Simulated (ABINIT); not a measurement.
# TaN (Fm-3m) in ABINIT: single point with PBE0

Aim: the single point of TaN with PBE0.

Everything below comes from runs of ABINIT 10.8.3 (patched build). Logs are shortened: lines on timing, memory, paths and dates and some standing lists are left out, and cuts for length are marked. The log counts tension as positive stress, the text compression.

## (1) The crystal as given

Symmetry: Fm-3m, No. 225, cubic system. The conventional cell has a = 4.423 Å, b = 4.423 Å, c = 4.423 Å, α = 90.00°, β = 90.00°, γ = 90.00°. Around Ta (site symmetry m-3m) lie 6 N at 2.21 Å. N (site symmetry m-3m) is surrounded by 6 Ta at 2.21 Å.

The cell comes from a database or a generator and needn't be the stable form of this composition.

## (2) Single point, PBE0

Contents of run.abi:

```
pp_dirpath "./"
pseudos "73_Ta_13_2.2_2.6_pbe_n_v1.0.psp8, 07_N_5_1.2_1.4_pbe_n_v1.0.psp8"

acell 3.1272829774 3.1272829774 3.1272829774 Angstrom
rprim
     0.0000000000     0.7071067812     0.7071067812
     0.7071067812     0.0000000000     0.7071067812
     0.7071067812     0.7071067812     0.0000000000
ntypat 2
znucl 73 7
natom 2
typat 1 2
xred
     0.5000000000     0.5000000000     0.5000000000
     0.0000000000     0.0000000000     0.0000000000

ecut 29.0

kptopt 1
ngkpt 8 8 8
nshiftk 1
shiftk 0.0 0.0 0.0

ixc 41
fockdownsampling 2 2 2

nband 13
occopt 3
tsmear 0.05 eV

nstep 60
toldfe 1.0e-7

iomode 3
prtwf 0
prteig 0
prtebands 0
enunit 2
prtden 1
prtvha 1
prtvclmb 1
prtpot 1
prtelf 1
```

Potentials or basis: SPMS NC PBE v1.0.

Command:

```bash
$ mpirun --bind-to none -np 4 abinit run.abi > log 2>&1
```

run.abo:

```text
.Version 10.8.3 of ABINIT
 Symmetries : space group Fm -3 m (#225); Bravais cF (face-center cubic)
================================================================================
 Values of the parameters that define the memory need of the present run
     intxc =       0    ionmov =       0      iscf =       7    lmnmax =       8
     lnmax =       8     mgfft =      30  mpssoang =       4    mqgrid =    3001
     natom =       2  nloc_mem =       1    nspden =       1   nspinor =       1
    nsppol =       1      nsym =      48    n1xccc =    2501    ntypat =       2
    occopt =       3   xclevel =       2
       mpw =        1106          nfft =       27000          nkpt =          29
================================================================================
================================================================================

--------------------------------------------------------------------------------
------------- Echo of variables that govern the present computation ------------
--------------------------------------------------------------------------------
 -outvars: echo values of preprocessed input variables --------
            acell      5.9097083455E+00  5.9097083455E+00  5.9097083455E+00 Bohr
              amu      1.80947900E+02  1.40067400E+01
             ecut      2.90000000E+01 Hartree
           enunit           2
 fockdownsampling           2       2       2
              ixc          41
                       outvar_i_n : Printing only first  50 k-points.
         kptrlatt        8    0    0      0    8    0      0    0    8
          kptrlen      4.72776668E+01
            natom           2
            nband          13
          nbandhf          13
            ngfft          30      30      30
             nkpt          29
           nkpthf          64
            nstep          60
             nsym          48
           ntypat           2
           occopt           3
        optforces           0
        optstress           0
        prtebands           0
           prteig           0
           prtelf           1
           prtpot           1
         prtvclmb           1
           prtvha           1
            prtwf           0
            rprim      0.0000000000E+00  7.0710678120E-01  7.0710678120E-01
                       7.0710678120E-01  0.0000000000E+00  7.0710678120E-01
                       7.0710678120E-01  7.0710678120E-01  0.0000000000E+00
          spgroup         225
           toldfe      1.00000000E-07 Hartree
           tsmear      1.83746611E-03 Hartree
            typat      1  2
          usefock           1
           xangst      2.2113230001E+00  2.2113230001E+00  2.2113230001E+00
                       0.0000000000E+00  0.0000000000E+00  0.0000000000E+00
            xcart      4.1787948460E+00  4.1787948460E+00  4.1787948460E+00
                       0.0000000000E+00  0.0000000000E+00  0.0000000000E+00
             xred      5.0000000000E-01  5.0000000000E-01  5.0000000000E-01
                       0.0000000000E+00  0.0000000000E+00  0.0000000000E+00
            znucl       73.00000    7.00000

================================================================================

 chkinp: Checking input parameters for consistency.

================================================================================
== DATASET  1 ==================================================================

--- !DatasetInfo
iteration_state: {dtset: 1, }
dimensions: {natom: 2, nkpt: 29, mband: 13, nsppol: 1, nspinor: 1, nspden: 1, mpw: 1106, }
cutoff_energies: {ecut:  29.0, pawecutdg:  -1.0, }
electrons: {nelect:   1.80000000E+01, charge:   0.00000000E+00, occopt:   3.00000000E+00, tsmear:   1.83746611E-03, }
meta: {optdriver: 0, ionmov: 0, optcell: 0, iscf: 7, paral_kgb: 0, }
...

 Exchange-correlation functional for the present dataset will be:
  PBE0 with alpha=0.25

 Real(R)+Recip(G) space primitive vectors, cartesian coordinates (Bohr,Bohr^-1):
 R(1)=  0.0000000  4.1787948  4.1787948  G(1)= -0.1196517  0.1196517  0.1196517
 R(2)=  4.1787948  0.0000000  4.1787948  G(2)=  0.1196517 -0.1196517  0.1196517
 R(3)=  4.1787948  4.1787948  0.0000000  G(3)=  0.1196517  0.1196517 -0.1196517
 Unit cell volume ucvol=  1.4594296E+02 bohr^3
 Angles (23,13,12)=  6.00000000E+01  6.00000000E+01  6.00000000E+01 degrees

 getcut: wavevector=  0.0000  0.0000  0.0000  ngfft=  30  30  30
         ecut(hartree)=     29.000   => boxcut(ratio)=   2.09639

--- Pseudopotential description ------------------------------------------------
- pspini: atom type   1  psp file is ./73_Ta_13_2.2_2.6_pbe_n_v1.0.psp8
    8   11    3    4       600   0.00000      pspcod,pspxc,lmax,lloc,mmax,r2well
    5.99000000000000    5.00000000000000    0.00000000000000   rchrg,fchrg,qchrg
     nproj     2     2     2     2
     extension_switch     1

- pspini: atom type   2  psp file is ./07_N_5_1.2_1.4_pbe_n_v1.0.psp8
    8   11    1    4       600   0.00000      pspcod,pspxc,lmax,lloc,mmax,r2well
    5.99000000000000    4.00000000000000    0.00000000000000   rchrg,fchrg,qchrg
     nproj     2     2
     extension_switch     1

   8.26649608E+02                                ecore*ucvol(ha*bohr**3)
--------------------------------------------------------------------------------

================================================================================

--- !BeginCycle
iteration_state: {dtset: 1, }
solver: {iscf: 7, nstep: 60, nline: 4, wfoptalg: 0, }
tolerances: {toldfe: 1.00E-07, }
...

     iter   Etot(hartree)      deltaE(h)  residm     vres2
 ETOT  1  -73.901304144927    -7.390E+01 1.230E-01 3.974E+02
 ETOT  2  -75.846384351819    -1.945E+00 6.012E-03 1.745E+02
 ETOT  3  -75.918921029052    -7.254E-02 3.161E-03 9.781E+00
 ETOT  4  -75.922740256206    -3.819E-03 1.055E-03 2.239E+00
 ETOT  5  -75.857661728188     6.508E-02 3.360E-03 2.147E+02
 ETOT  6  -75.913939466651    -5.628E-02 1.991E-03 1.432E+01
 ETOT  7  -75.920288840989    -6.349E-03 8.902E-04 7.670E+00
 ETOT  8  -75.921985282473    -1.696E-03 2.090E-04 4.545E+00
 ETOT  9  -75.923346944771    -1.362E-03 1.479E-04 1.745E-01
 ETOT 10  -75.923149203724     1.977E-04 7.759E-05 1.265E+00
 ETOT 11  -75.923464750998    -3.155E-04 9.821E-05 1.113E-01
 ETOT 12  -75.923517957984    -5.321E-05 7.368E-05 5.180E-02
 ETOT 13  -75.923523424184    -5.466E-06 2.761E-05 3.234E-02
 ETOT 14  -75.923527697755    -4.274E-06 2.350E-05 4.302E-04
 ETOT 15  -75.923528064554    -3.668E-07 2.014E-05 9.373E-04
 ETOT 16  -75.923529520906    -1.456E-06 1.574E-05 4.811E-04
 ETOT 17  -75.923529953377    -4.325E-07 1.143E-05 6.003E-07
 ETOT 18  -75.923529932393     2.098E-08 9.981E-06 5.072E-05
 ETOT 19  -75.923529760078     1.723E-07 7.660E-06 4.648E-05
 ETOT 20  -75.923529708937     5.114E-08 5.876E-06 5.823E-06
 ETOT 21  -75.923529797154    -8.822E-08 4.523E-06 9.847E-07

 At SCF step   21, etot is converged :
  for the second time, diff in etot=  8.822E-08 < toldfe=  1.000E-07

 Compute ELF
--------------------------------------------------------------------------------

 Compute kinetic energy density

 Compute gradient of the electron density
 Electron Localization Function (ELF) [min:0;max:1]
)     Maximum=    8.2699E-01  at reduced coord.    0.4333    0.4333    0.7333
)     Minimum=    4.0712E-05  at reduced coord.    0.0000    0.0000    0.0000
   Integrated=    5.5805E+01

--------------------------------------------------------------------------------
 End of ELF section

--- !ResultsGS
iteration_state: {dtset: 1, }
comment   : Summary of ground state results
lattice_vectors:
- [  0.0000000,   4.1787948,   4.1787948, ]
- [  4.1787948,   0.0000000,   4.1787948, ]
- [  4.1787948,   4.1787948,   0.0000000, ]
lattice_lengths: [   5.90971,    5.90971,    5.90971, ]
lattice_angles: [ 60.000,  60.000,  60.000, ] # degrees, (23, 13, 12)
lattice_volume:   1.4594296E+02
convergence: {deltae: -8.822E-08, res2:  9.847E-07, residm:  4.523E-06, diffor:  0.000E+00, }
etotal    :  -7.59235298E+01
entropy   :   0.00000000E+00
fermie    :   4.60176062E-01
cartesian_stress_tensor: null
pressure_GPa: null
xred      :
- [  5.0000E-01,   5.0000E-01,   5.0000E-01, Ta]
- [  0.0000E+00,   0.0000E+00,   0.0000E+00,  N]
cartesian_forces: null
force_length_stats: {min: null, max: null, mean: null, }
...

 Integrated electronic density in atomic spheres:
 ------------------------------------------------
 Atom  Sphere_radius  Integrated_density
    1        2.00000          9.25863827
    2        2.00000          5.40549713
================================================================================

 ----iterations are completed or convergence reached----

 Mean square residual over all n,k,spin=   12.490E-09; max=  45.234E-07
 reduced coordinates (array xred) for    2 atoms
       0.500000000000      0.500000000000      0.500000000000
       0.000000000000      0.000000000000      0.000000000000

 cartesian coordinates (angstrom) at end:
    1      2.21132300005087     2.21132300005087     2.21132300005087
    2      0.00000000000000     0.00000000000000     0.00000000000000
 length scales=  5.909708345499  5.909708345499  5.909708345499 bohr
              =  3.127282977400  3.127282977400  3.127282977400 angstroms
 Fermi (or HOMO) energy (hartree) =   0.46018   Average Vxc (hartree)=  -0.40032
 Eigenvalues (hartree) for nkpt=  29  k points:
 kpt#   1, nband= 13, wtk=  0.00195, kpt=  0.0000  0.0000  0.0000 (reduced coord)
  -2.26882   -0.96318   -0.96318   -0.96318   -0.33373    0.27543    0.27543    0.27543
   0.35110    0.35110    0.35110    0.49170    0.49170
      occupation numbers for kpt#   1
   2.00000    2.00000    2.00000    2.00000    2.00000    2.00000    2.00000    2.00000
   2.00000    2.00000    2.00000    0.00000    0.00000
 prteigrs : prtvol=0 or 1, do not print more k-points.

 Fermi (or HOMO) energy (eV) =  12.52203   Average Vxc (eV)= -10.89336
 Eigenvalues (   eV  ) for nkpt=  29  k points:
 kpt#   1, nband= 13, wtk=  0.00195, kpt=  0.0000  0.0000  0.0000 (reduced coord)
 -61.73785  -26.20944  -26.20944  -26.20944   -9.08131    7.49478    7.49478    7.49478
   9.55390    9.55390    9.55390   13.37993   13.37993
 prteigrs : prtvol=0 or 1, do not print more k-points.

--- !EnergyTerms
iteration_state     : {dtset: 1, }
comment             : Components of total free energy in Hartree
kinetic             :  2.42839634126385E+01
hartree             :  8.00140710603517E+00
xc                  : -1.57234280926941E+01
Ewald energy        : -6.16881514529893E+01
psp_core            :  5.66419658099216E+00
local_psp           : -2.73127026745625E+01
non_local_psp+x     : -9.14869698152728E+00
internal            : -7.59234121021073E+01
'-kT*entropy'       : -1.17695046758645E-04
total_energy        : -7.59235297971541E+01
...

--- !EnergyTermsDC
iteration_state     : {dtset: 1, }
comment             : '"Double-counting" decomposition of free energy'
band_energy         : -9.27213456687354E+00
Ewald energy        : -6.16881514529893E+01
psp_core            :  5.66419658099216E+00
xc_dc               : -1.06273189366401E+01
internal            : -7.59234083755107E+01
'-kT*entropy'       : -1.17695046758645E-04
total_energy_dc     : -7.59235260705575E+01
...

== END DATASET(S) ==============================================================
================================================================================

 -outvars: echo values of variables after computation  --------
            acell      5.9097083455E+00  5.9097083455E+00  5.9097083455E+00 Bohr
           etotal     -7.5923529797E+01
            fcart      9.9999999999E+99  9.9999999999E+99  9.9999999999E+99
                       9.9999999999E+99  9.9999999999E+99  9.9999999999E+99
            rprim      0.0000000000E+00  7.0710678120E-01  7.0710678120E-01
                       7.0710678120E-01  0.0000000000E+00  7.0710678120E-01
                       7.0710678120E-01  7.0710678120E-01  0.0000000000E+00
           strten      9.9999999999E+99  9.9999999999E+99  9.9999999999E+99
                       9.9999999999E+99  9.9999999999E+99  9.9999999999E+99
           xangst      2.2113230001E+00  2.2113230001E+00  2.2113230001E+00
                       0.0000000000E+00  0.0000000000E+00  0.0000000000E+00
             xred      5.0000000000E-01  5.0000000000E-01  5.0000000000E-01
                       0.0000000000E+00  0.0000000000E+00  0.0000000000E+00
 Calculation completed.
```

Run time: 21 min. Hardware: 4 MPI ranks of Arm Neoverse V1, shared host; peak memory 0.32 GiB.

Results:

```yaml
Free_energy: -2065.9845 eV
Band_gap_on_the_k_mesh: none (metal or under the smearing width)
Valence_electrons_inside_the_program's_atomic_spheres: Ta 9.26; N 5.41
```

Caveat: the cutoff is too short for stress, so the log's stress isn't used; the potentials were made for another functional, which shifts forces and pressure.
